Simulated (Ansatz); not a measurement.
# MgTe: the cost of one run

Program: Ansatz 0.2.0. Level of theory: DFT, levels as named, plane waves, PAW. These are calculated values, not measurements.

**1. The starting structure**

It takes space group P6_3mc (No. 186, hexagonal). Conventional cell: a = 4.520 Å, b = 4.520 Å, c = 7.330 Å, α = 90.00°, β = 90.00°, γ = 120.00°. Around Mg (site symmetry 3m) lie 4 Te at 2.74 to 2.82 Å. Te (site symmetry 3m) is surrounded by 4 Mg at 2.74 to 2.82 Å.

Coordinates:

```cif
data_structure
_symmetry_space_group_name_H-M 'P 1'
_symmetry_Int_Tables_number 1
_cell_length_a 4.5200
_cell_length_b 4.5200
_cell_length_c 7.3300
_cell_angle_alpha 90.000
_cell_angle_beta 90.000
_cell_angle_gamma 120.000
_cell_volume 129.69
loop_
_atom_site_label
_atom_site_type_symbol
_atom_site_fract_x
_atom_site_fract_y
_atom_site_fract_z
_atom_site_occupancy
Mg1 Mg 0.33333 0.66667 0.00000 1
Mg2 Mg 0.66667 0.33333 0.50000 1
Te1 Te 0.33333 0.66667 0.38500 1
Te2 Te 0.66667 0.33333 0.88500 1
```

**2. Relaxation with PBE**

input.yaml

```yaml
crystal:
  lattice:
    - [4.52, 0.0, 0.0]
    - [-2.26, 3.91443483, 0.0]
    - [0.0, 0.0, 7.33]
  atoms:
    - { symbol: Mg, position: [0.33333333, 0.66666667, 0.0] }
    - { symbol: Mg, position: [0.66666667, 0.33333333, 0.5] }
    - { symbol: Te, position: [0.33333333, 0.66666667, 0.385] }
    - { symbol: Te, position: [0.66666667, 0.33333333, 0.885] }
  symmetry: { tolerance: 0.0003 }
hamiltonian:
  xc: pbe
  pseudopotentials: { kind: paw, azcp: { folder: soft_1 } }
basis:
  ecutwfc: 420
magnetization:
  spin_polarized: false
scf:
  occupations: { method: fermi_dirac, width: 0.02 }
kpoints:
  mp_grid: { grid: [6, 6, 4], shift: [0, 0, 0] }
output:
  forces: true
  stress: true
  eigenvalues: true
relax:
  max_steps: 60
  cell: {}
```

Run with:

```console
$ ansatz run input.yaml --threads 2 --pin off --max-ram 5632MiB --backend cpu --events-out ev --progress --plain --runs-dir out
```

Q: Estimate wall time and peak memory on 2 threads of Intel Xeon Platinum 8259CL at 2.50GHz (Skylake/Cascade Lake), shared host.

About 28 s, with a peak of 0.47 GiB.
